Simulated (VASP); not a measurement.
# InAs: electric field gradients with LDA

InAs:

```xyz
2
Lattice="0.0000 2.9831 2.9831 2.9831 0.0000 2.9831 2.9831 2.9831 0.0000" Properties=species:S:1:pos:R:3 pbc="T T T"
In    0.0000    0.0000    0.0000
As    4.4747    4.4747    4.4747
```

The cell isn't the ideal one: functional lda, volume scaled by 0.96, PAW files.

* Program: VASP 6.6.1
* Task: electric field gradients
* Functional: LDA
* Potentials or basis: VASP PAW LDA potentials, release 64 (In_d, As)
* Cutoff: 520 eV
* k mesh: 10 × 10 × 10
* Occupations: fermi-dirac, width 0.08 eV
* Spin: no spin polarisation
* Dipole correction: no
* Further INCAR settings: ALGO = Normal; EDIFF = 1e-08; NBANDS = 16

```yaml
Pressure: 2.1 GPa
Band_gap_on_the_k_mesh: none (metal or under the smearing width)
```

Levels at points of the mesh, in eV from the Fermi level:
| k point | band 5 | band 6 | band 7 | band 8 | band 9 | band 10 | band 11 | band 12 | band 13 | band 14 |
| --- | --- | --- | --- | --- | --- | --- | --- | --- | --- | --- |
| (0.00, 0.00, 0.00) | -14.46 | -12.34 | -0.35 | -0.16 | -0.16 | -0.16 | 3.68 | 3.68 | 3.68 | 7.27 |
| (0.50, 0.00, 0.00) | -14.45 | -10.73 | -6.21 | -1.22 | -1.22 | 0.74 | 4.47 | 4.47 | 6.57 | 8.91 |
| (0.50, 0.50, 0.00) | -14.43 | -10.14 | -6.25 | -2.64 | -2.64 | 1.20 | 1.80 | 9.11 | 9.26 | 9.26 |

Electric field gradients, principal values (V/Å²):
```csv
atom,Vxx,Vyy,Vzz
1 In,-0.001,-0.001,0.003
2 As,0.000,0.000,0.000
```

It took 21 s on 1 thread of Intel(R) Xeon(R) 6975P-C (Granite Rapids) (shared host), peak memory 0.18 GiB.
